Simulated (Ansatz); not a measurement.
This Ansatz input for PbTe in the rocksalt structure was spoiled on purpose:

```yaml
crystal:
  lattice:
    - [0.0, 3.2803826274, 3.2803826274]
    - [3.2803826274, 0.0, 3.2803826274]
    - [3.2803826274, 3.2803826274, 0.0]
  atoms:
    - { symbol: Pb, position: [0.5, 0.5, 0.5] }
    - { symbol: Te, position: [0.0, 0.0, 0.0] }
basis:
  ecutwfc: 420
  ecutrho_ratio: 4
kpoints:
  mp_grid: { grid: [6, 6, 6] }
hamiltonian:
  xc: b3-lyp
scf:
  occupations: { method: gaussian, width: 0.05 }
  max_iter: 75
output:
  forces: true
  stress: true
magnetization:
  noncollinear: true
  spin_orbit: true
```

Launched as:
```sh
ansatz run input.yaml --threads 4 --pin off --max-ram 7168MiB --backend cpu --events-out ev --progress --plain --runs-dir out
```

Task: What is wrong with it?

Result: An unknown functional. Against the sound input: hamiltonian.xc: "pbe" → "b3-lyp" (the cap on iterations is only a precaution).

What the program printed:

```
Error: YAML parse error: error: line 15 column 7: hamiltonian.xc: unknown variant `b3-lyp`, expected one of `lda`, `lda-pw`, `pw92`, `pbe`, `pbesol`, `rpbe`, `revpbe`, `blyp`, `pbe0`, `revpbe0`, `b3lyp`, `b3lyp5`, `hse06`, `wpbeh`, `hiss`, `lc_wpbe`, `cam_b3lyp`, `hf`, `r2scan`, `r2scanh`, `r2scan0`, `r2scan50`, `mr2scan`
  --> <input>:15:7
   |
```

The input was refused before any iteration. It ran for 0.01 s on 4 threads of AMD EPYC 9R45 96-Core Processor (Zen 5) (shared host), peak memory 0.03 GiB. The run before the change (PBE with spin–orbit coupling, 420 eV, 6×6×6 mesh) gave:

| run | P (GPa) | gap on the mesh (eV) | cell moment (μB) | largest force component (eV/Å) |
| --- | --- | --- | --- | --- |
| sound | 0.0 | 0 (bands touch) | 0.00 (no moment typed) | 0.000 |

The start was a prototype's sites filled with these elements; the Crystallography Open Database holds the compound in this structure.

Of that run: A displaced or strained copy of the relaxed cell lay 4.1 meV/atom lower, so the structure isn't a true minimum at this level, unless the mesh, which matters in a metal, makes it so. At this volume the filled and empty bands only touch, so this is a zero-gap semimetal rather than a metal, and a semilocal functional can cause such a touching.
